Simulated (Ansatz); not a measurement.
# SrTe: the crystal squeezed far

One table from this session's results is given with a row withheld; the runs are named, their logs left out.

Program: Ansatz 0.2.0. Level of theory: DFT, PBEsol, PAW with Ansatz's default frozen-core files, scalar-relativistic. These are calculated values, not measurements.

1 further run of the same task is left out (it didn't finish).

## The structure to begin with

The structure is cubic, space group Fm-3m (No. 225). Conventional cell: a = 6.712 Å, b = 6.712 Å, c = 6.712 Å, α = 90.00°, β = 90.00°, γ = 90.00°. Around Sr (site symmetry m-3m) lie 6 Te at 3.36 Å. Te (site symmetry m-3m) is surrounded by 6 Sr at 3.36 Å.

Structure file:

```cif
data_structure
_symmetry_space_group_name_H-M 'P 1'
_symmetry_Int_Tables_number 1
_cell_length_a 4.7459
_cell_length_b 4.7459
_cell_length_c 4.7459
_cell_angle_alpha 60.000
_cell_angle_beta 60.000
_cell_angle_gamma 60.000
_cell_volume 75.58
loop_
_atom_site_label
_atom_site_type_symbol
_atom_site_fract_x
_atom_site_fract_y
_atom_site_fract_z
_atom_site_occupancy
Sr1 Sr 0.00000 0.00000 0.00000 1
Te1 Te 0.50000 0.50000 0.50000 1
```

Whether this phase is the stable one at these pressures isn't tested.

Atoms are numbered in the order of the input: Sr1, Te2.

Set-up of the first run:

input.yaml

```yaml
crystal:
  lattice:
    - [0.0, 3.3558353104, 3.3558353104]
    - [3.3558353104, 0.0, 3.3558353104]
    - [3.3558353104, 3.3558353104, 0.0]
  atoms:
    - { symbol: Sr, position: [0.0, 0.0, 0.0] }
    - { symbol: Te, position: [0.5, 0.5, 0.5] }
kpoints:
  mp_grid: { grid: [7, 7, 7] }
scf:
  occupations: { method: fermi_dirac, width: 0.03 }
hamiltonian:
  xc: pbesol
  pseudopotentials: { kind: paw }
output:
  forces: true
  stress: true
relax:
  f_tol: 0.01
  max_steps: 30
```

Started as:

```
> ansatz run input.yaml --threads 1 --pin off --max-ram 2048MiB --backend cpu --events-out ev --progress --plain --runs-dir out
```

Among the steps run: Atoms relaxed at the given volume, PAW; Volume scaled by 1, PAW; Atoms relaxed at 0.9 of the volume, PAW; Volume scaled by 0.9, PAW; Atoms relaxed at 0.65 of the volume, PAW; Volume scaled by 0.65, PAW; Atoms relaxed at 0.55 of the volume, PAW; Volume scaled by 0.55, PAW.

One table of the session follows, with a row left open; its other results are not shown here.

```
method  volume over the first  volume (Å³/atom)  pressure (GPa)
   PAW                      1            37.792           -1.52
   PAW                    0.9                 ?               ?
   PAW                   0.65            24.565           30.51
   PAW                   0.55            20.786           60.54
```

Estimate the missing values for PAW, 0.9.

As computed: volume (Å³/atom): 34.013; pressure (GPa): 2.35. In the column «volume (Å³/atom)» it lies between PAW, 0.65 (24.565) and PAW, 1 (37.792).

Caveats from the session: Warnings in the runs' records: stress scf threshold loose.
